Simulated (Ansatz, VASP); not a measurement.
## Two plane-wave programs on Ba

The input INCAR:

```
PREC = Accurate ; ENCUT = 520
EDIFF = 1E-7 ; ISMEAR = -1
SIGMA = 0.05 ; LREAL = F
LASPH = T ; NELM = 100
ALGO = Normal ; ISIF = 2
LWAVE = F ; LCHARG = F
GGA = PE ; NBANDS = 11
```

KPOINTS

```
Automatic mesh
0
Gamma
  7 7 7
```

File POSCAR:

```
Ba
1.0
    4.2223940000     -0.0590610000      0.0060370000
   -2.1623450000      3.8025710000      0.0116810000
    0.0054790000      0.0154060000      3.9555390000
Ba
1
Direct
    0.0021150000      0.0047450000     -0.0072310000
```

The input input.yaml:

```yaml
crystal:
  lattice:
    - [4.222394, -0.059061, 0.006037]
    - [-2.162345, 3.802571, 0.011681]
    - [0.005479, 0.015406, 3.955539]
  atoms:
    - { symbol: Ba, position: [0.002115, 0.004745, -0.007231] }
hamiltonian:
  xc: pbe
  pseudopotentials: { kind: paw }
kpoints:
  mp_grid: { grid: [7, 7, 7] }
scf:
  occupations: { method: fermi_dirac, width: 0.05 }
output:
  forces: true
  stress: true
  eigenvalues: true
```

Change from the starting cell: cell strained at random at fixed volume.

Alike in both runs: task single point; functional PBE; k mesh 7 × 7 × 7; occupations fermi-dirac, width 0.05 eV; no spin polarisation.

```csv
,VASP,Ansatz
version,VASP 6.6.1,Ansatz 0.2.0
potentials or method,"VASP PAW PBE potentials, release 64 (Ba_sv)",Ansatz PAW
plane-wave cutoff (eV),520,420
valence electrons in the cell,10,10
```

Ansatz gave:

* gap on the k mesh at the Fermi level (eV): none
* pressure (GPa): -0.2
* largest component of the traceless stress (GPa): 0.28

Question: Estimate VASP's values.

Answer: gap on the k mesh at the Fermi level (eV): none; pressure (GPa): -0.1; largest component of the traceless stress (GPa): 0.30.

A gap of «none» marks a metal or a gap that the smearing closes.

Spin-orbit coupling is left out, which matters for the levels of Ba.
